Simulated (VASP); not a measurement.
Here is a VASP 6.6.1 calculation.

INCAR

```
SYSTEM = BeTe
PREC = Accurate ; ENCUT = 600
EDIFF = 1E-7 ; ISMEAR = 0
SIGMA = 0.03 ; LREAL = .FALSE.
LASPH = .TRUE. ; NELM = 80
ALGO = Normal ; ISIF = 3
LWAVE = .FALSE. ; LCHARG = .FALSE.
GGA = PS ; IBRION = 2
NSW = 90 ; EDIFFG = -0.005
KPAR = 4
```

File KPOINTS:

```
Automatic mesh
0
G
  8 8 8
  0 0 0
```

Contents of POSCAR:

```
BeTe                                    
1.0
   -0.0000000000      2.8061350131      2.8061350131
    2.8061350131      0.0000000000      2.8061350131
    2.8061350131      2.8061350131      0.0000000000
  Be              Te            
     1     1
Direct
     0.0000000000000000    0.0000000000000000    0.0000000000000000
     0.2500000000000000    0.2500000000000000    0.2500000000000000
```

Potentials or basis: VASP PAW PBE potentials, release 64 (Be, Te).

Command:

```sh
$ cat potpaw_PBE.64/Be/POTCAR potpaw_PBE.64/Te/POTCAR > POTCAR
$ mpirun -np 4 vasp_std > vasp.out
```

(1) Predict the band gap on the k mesh.

## Answers

(1) 1.83 eV, indirect (least direct gap 3.59 eV).

Caveat: the relaxation stopped at its first step, so nothing moved; spin-orbit coupling is left out, which moves the levels of the heavy elements.
